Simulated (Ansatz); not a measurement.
MgF2:
```yaml
crystal:
  lattice:
    - [4.55509, 0.00000, 0.00000]
    - [0.00000, 4.55509, 0.00000]
    - [0.00000, 0.00000, 3.01254]
  atoms:
    - { symbol: Mg, position: [0.00000, 0.00000, 0.00000] }
    - { symbol: Mg, position: [0.50000, 0.50000, 0.50000] }
    - { symbol: F, position: [0.30298, 0.30298, 0.00000] }
    - { symbol: F, position: [0.19702, 0.80298, 0.50000] }
    - { symbol: F, position: [0.69702, 0.69702, 0.00000] }
    - { symbol: F, position: [0.80298, 0.19702, 0.50000] }
```

Relaxed with LDA.

Task: Give the optical modes at the zone centre with their infrared and Raman activity from DFPT, DFT-LDA in the program Ansatz with PAW potentials.

Result: Transverse frequencies, without the LO–TO term; a row sums one degenerate level.

| ω (cm⁻¹) | degeneracy | IR ((D/Å)²/amu) | Raman (Å⁴/amu) | activity | symmetry |
|---|---|---|---|---|---|
| 75 | 1 | 0.00 | 0 | silent | B1g |
| 201 | 1 | 0.00 | 0 | silent | B1u |
| 236 | 2 | 7.20 | 0 | IR | Eu |
| 288 | 1 | 0.00 | 0 | silent | A2g |
| 304 | 2 | 0.00 | 0.059 | Raman | Eg |
| 423 | 1 | 13.16 | 0 | IR | A2u |
| 425 | 1 | 0.00 | 0.18 | Raman | A1g |
| 425 | 2 | 0.37 | 0 | IR | Eu |
| 447 | 1 | 0.00 | 0 | silent | B1u |
| 479 | 2 | 16.78 | 0 | IR | Eu |
| 525 | 1 | 0.00 | 0 | silent | B2g |

Task: How high does the top mode go among those that the LO–TO term moves?

Result: 634 cm⁻¹ for q along x, 634 cm⁻¹ for q along y, 628 cm⁻¹ for q along z.

Space group P4_2/mnm (rutile). The cell was relaxed with LDA under the symmetry of its start; phonons on a q-mesh show no instability.

Potentials: the later of the program's two PAW sets.
